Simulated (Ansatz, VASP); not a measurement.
**One calculation of Be, two programs**

```xyz
2
Lattice="2.2295 0.0000 0.0000 -1.1148 1.9308 0.0000 0.0000 0.0000 3.5083" Properties=species:S:1:pos:R:3 pbc="T T T"
Be    0.0000    1.2872    0.8771
Be    1.1148    0.6436    2.6312
```

Alike in both runs: task single point; functional LDA; k mesh 16 × 16 × 9; occupations gaussian, width 0.1 eV; no spin polarisation.

|  | VASP | Ansatz |
| --- | --- | --- |
| version | VASP 6.6.1 | Ansatz 0.2.0 |
| potentials or method | VASP PAW LDA potentials, release 64 (Be) | plane waves (420 eV) with PAW, scalar-relativistic |
| plane-wave cutoff (eV) | 520 | 420 |
| valence electrons in the cell | 4 | 4 |

|  | VASP | Ansatz | Ansatz less VASP |
| --- | --- | --- | --- |
| pressure (GPa) | 0.4 | 0.0 | -0.45 |
| largest component of the traceless stress (GPa) | 0.10 | 0.10 | +0.005 |

Ansatz warned: «pseudo_functional_mismatch».
